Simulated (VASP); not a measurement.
Write the native input for VASP 6.6.1 that does the following.

```yaml
Task: single point
Functional: HSE06
Potentials_or_basis: VASP PAW PBE potentials, release 64 (Ga_d, P)
Cutoff: 520 eV
k_mesh: 5 × 5 × 5
Occupations: fermi-dirac, width 0.02 eV
Spin: no spin polarisation
Grid_for_exact_exchange_PRECFOCK: Normal
Screening_parameter: 0.2 1/A
Further_INCAR_settings: ALGO = Normal; EDIFF = 1e-06
```

The system is GaP.

```
Ga P
1.0
     0.00000    2.72525    2.72525
     2.72525    0.00000    2.72525
     2.72525    2.72525    0.00000
Ga P
1 1
Direct
  0.00000 0.00000 0.00000
  0.25000 0.25000 0.25000
```

The input as run:

POSCAR

```
GaP
1.0
    0.0000000000      2.7252500000      2.7252500000
    2.7252500000      0.0000000000      2.7252500000
    2.7252500000      2.7252500000      0.0000000000
Ga P
1 1
Direct
    0.0000000000      0.0000000000      0.0000000000
    0.2500000000      0.2500000000      0.2500000000
```

INCAR.step1

```
ALGO = Normal
EDIFF = 1E-5
ENCUT = 520
GGA = PE
ISIF = 2
ISMEAR = -1
KPAR = 4
LASPH = True
LCHARG = False
LREAL = False
LWAVE = True
NELM = 80
PREC = Accurate
SIGMA = 0.02
```

INCAR.step2

```
ALGO = Normal
EDIFF = 1E-6
ENCUT = 520
GGA = PE
HFSCREEN = 0.2
ISIF = 2
ISMEAR = -1
ISTART = 1
KPAR = 4
LASPH = True
LCHARG = False
LHFCALC = True
LREAL = False
LWAVE = False
NELM = 80
PREC = Accurate
PRECFOCK = Normal
SIGMA = 0.02
```

KPOINTS

```
k-points
0
Gamma
  5 5 5
```

Potentials or basis: VASP PAW PBE potentials, release 64 (Ga_d, P).

Command:

```sh
$ cat potpaw_PBE.64/Ga_d/POTCAR potpaw_PBE.64/P/POTCAR > POTCAR
$ cp INCAR.step1 INCAR
$ mpirun -np 4 vasp_std > vasp.out
$ cp INCAR.step2 INCAR
$ mpirun -np 4 vasp_std > vasp.out
```

Results of the run:

```
Pressure               : 0.6 GPa
Band gap on the k mesh : 2.31 eV, indirect (least direct gap 2.83 eV)
```

Caveat: the PAW data sets were made with another functional, which shifts forces and pressure a little; an odd mesh through Γ misses points on the zone boundary, where band edges often lie.

Wall time 5.5 min on 4 MPI ranks on AMD EPYC 7R13 Processor (Zen 3) (shared host), peak memory 0.24 GiB a rank.
